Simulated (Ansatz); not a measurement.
KBr (started from an entry of an open crystallographic database), relaxed with r2SCAN, was run in the plane-wave code Ansatz under altered settings. All numbers are computed, without spin polarisation but where a row says otherwise.

```
K Br
1.0
     0.00000    3.30244    3.30244
     3.30244    0.00000    3.30244
     3.30244    3.30244    0.00000
K Br
1 1
Direct
  0.00000 0.00000 0.00000
  0.50000 0.50000 0.50000
```

The base run's other keys:
```yaml
kpoints:
  mp_grid: { grid: [4, 4, 4] }
hamiltonian:
  xc: pbesol
scf:
  occupations: { method: fixed }
  n_extra_bands: 4
```

It takes 6 iterations with 1411 plane waves at 420 eV and 8 k points, and leaves a mean stress of -0.35 GPa. The gap over this mesh is 4.276 eV. It ran on 4 threads of Arm Neoverse N1, on a shared host.

Outcomes, with energy and stress as changes against the base:

| setting | outcome | ΔF (meV/atom) | Δ mean stress (GPa) | gap on the mesh (eV) | iterations | wall time |
| --- | --- | --- | --- | --- | --- | --- |
| scf.mixing.beta: 0.05 | converged | 0.0 | 0.00 | 4.276 | 8 | 0.68 s |
| scf.occupations: fermi_dirac 0.5 | converged | -3.2 | +0.04 | 4.278 | 6 | 0.65 s |
| basis.ecutwfc: 900 | converged | -0.6 | 0.00 | 4.276 | 6 | 1 s |
| hamiltonian.xc: r2scan (cutoff then 500 eV) | converged | – | +0.39 | 5.070 | 6 | 1.5 s |
| scf.occupations: gaussian 0.05 | converged | 0.0 | 0.00 | 4.276 | 6 | 0.64 s |
| scf.mixing.preconditioner: resta | converged | 0.0 | 0.00 | 4.276 | 6 | 0.64 s |
| scf.occupations: gaussian 0.2 | converged | 0.0 | 0.00 | 4.276 | 6 | 0.65 s |
| scf.occupations: tetrahedron | converged, warned | 0.0 | – | 4.276 | 6 | 0.66 s |
| basis.ecutrho_ratio: 8 | converged | 0.0 | 0.00 | 4.276 | 6 | 0.78 s |
| basis.xc_grid: 1 | converged | 0.0 | 0.00 | 4.276 | 6 | 0.64 s |
| scf.n_extra_bands: 1 | converged | 0.0 | 0.00 | 4.276 | 6 | 0.62 s |
| hamiltonian.xc: pw91 | refused | – | – | – | – | 0.03 s |
| hamiltonian.pseudopotentials: ultrasoft | refused | – | – | – | – | 0.03 s |

A dash marks a value that wasn't obtained or can't be compared. Stress is positive in compression. The base took 0.65 s.

- scf.occupations: fermi_dirac 0.5. The free energy moves by -3.2 meV an atom, the mean stress by +0.04 GPa and the gap on the mesh by +0.002 eV (to 4.278). The term −TS is -22 meV an atom. A width of 0.5 eV moves electrons across a gap of 4.28 eV: this is no longer the ground state.
- hamiltonian.xc: r2scan. The cutoff follows the functional, from 420 to 500 eV. The mean stress moves by +0.39 GPa and the gap on the mesh by +0.795 eV (to 5.070). It's another functional on the same cell, so totals aren't comparable.
- scf.occupations: tetrahedron. Energy, stress and gap stay within 1 meV an atom, 0.1 GPa and 0.005 eV of the base. Warned: band table not solved further, tetrahedron derivatives may miss energy slope.
- hamiltonian.xc: pw91. It is rejected at once. Error: YAML parse error: line 12 column 7: hamiltonian.xc: unknown variant `pw91`, expected one of […]
- hamiltonian.pseudopotentials: ultrasoft. The program doesn't start. Error: YAML parse error: line 13 column 29: unknown variant `uspp`, expected one of nc, nc_fr, paw, paw_fr, all_electron

Within 1 meV an atom, 0.1 GPa and 0.005 eV of the base stay: scf.mixing.beta: 0.05; basis.ecutwfc: 900; scf.occupations: gaussian 0.05; scf.mixing.preconditioner: resta; scf.occupations: gaussian 0.2; scf.occupations: tetrahedron; basis.ecutrho_ratio: 8; basis.xc_grid: 1; scf.n_extra_bands: 1.

Spin-orbit coupling is left out.
